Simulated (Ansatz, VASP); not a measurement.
# One calculation of TiB4, two programs

INCAR

```
SYSTEM = TiB4
ALGO = Normal
EDIFF = 1E-6
EDIFFG = -0.04
ENCUT = 600
GGA = PE
IBRION = 2
ISIF = 3
ISMEAR = 0
LASPH = .True.
LCHARG = .False.
LREAL = .False.
LWAVE = .False.
NELM = 80
NSW = 90
PREC = Accurate
SIGMA = 0.1
```

File KPOINTS:

```
k-points
0
Gamma
  6 6 6
  0 0 0
```

The input POSCAR:

```
TiB4
1.0
    3.5842289600      0.0000000000      0.0000000000
    0.0000000000      3.5842289600      0.0000000000
    0.0000000000      0.0000000000      3.4038658500
Ti B
1 4
Direct
    0.0000000000      0.0000000000      0.5000000000
    0.2410571200      0.5000000000      0.0000000000
    0.7589428800      0.5000000000      0.0000000000
    0.5000000000      0.2410571200      0.0000000000
    0.5000000000      0.7589428800      0.0000000000
```

Input for Ansatz:

```yaml
crystal:
  lattice:
    - [3.58422896, 0.0, 0.0]
    - [0.0, 3.58422896, 0.0]
    - [0.0, 0.0, 3.40386585]
  atoms:
    - { symbol: Ti, position: [0.0, 0.0, 0.5] }
    - { symbol: B, position: [0.24105712, 0.5, 0.0] }
    - { symbol: B, position: [0.75894288, 0.5, 0.0] }
    - { symbol: B, position: [0.5, 0.24105712, 0.0] }
    - { symbol: B, position: [0.5, 0.75894288, 0.0] }
basis:
  ecutwfc: 420
kpoints:
  mp_grid: { grid: [6, 6, 6] }
hamiltonian:
  xc: pbe
scf:
  occupations: { method: gaussian, width: 0.1 }
  lower_state_search: "off"
output:
  forces: true
  stress: true
  eigenvalues: true
relax:
  adjacent_minimum: "off"
  f_tol: 0.04
  max_steps: 70
  cell: { stress_tol: 0.4 }
```

Alike in both runs: task relaxation of cell and atoms; functional PBE; k mesh 6 × 6 × 6; occupations gaussian, width 0.1 eV; no spin polarisation.

|  | VASP | Ansatz |
| --- | --- | --- |
| version | VASP 6.6.1 | Ansatz 0.2.0 |
| potentials or method | VASP PAW PBE potentials, release 64 (Ti_sv, B) | scalar-relativistic, plane waves, PAW |
| plane-wave cutoff (eV) | 600 | 420 |
| valence electrons in the cell | 24 | 24 |

```tsv
	VASP	Ansatz	Ansatz less VASP
gap on the k mesh at the Fermi level, each at its own relaxed structure (eV)	none	none	-
relaxed volume (Å³/atom)	8.53	8.53	-0.001
relaxed cell length with the largest relative difference (Å)	2.641	2.641	-0.0003
energy change over the relaxation (meV/atom)	-1764	-1755	+9.3
```

A gap of «none» marks a metal or a gap that the smearing closes.
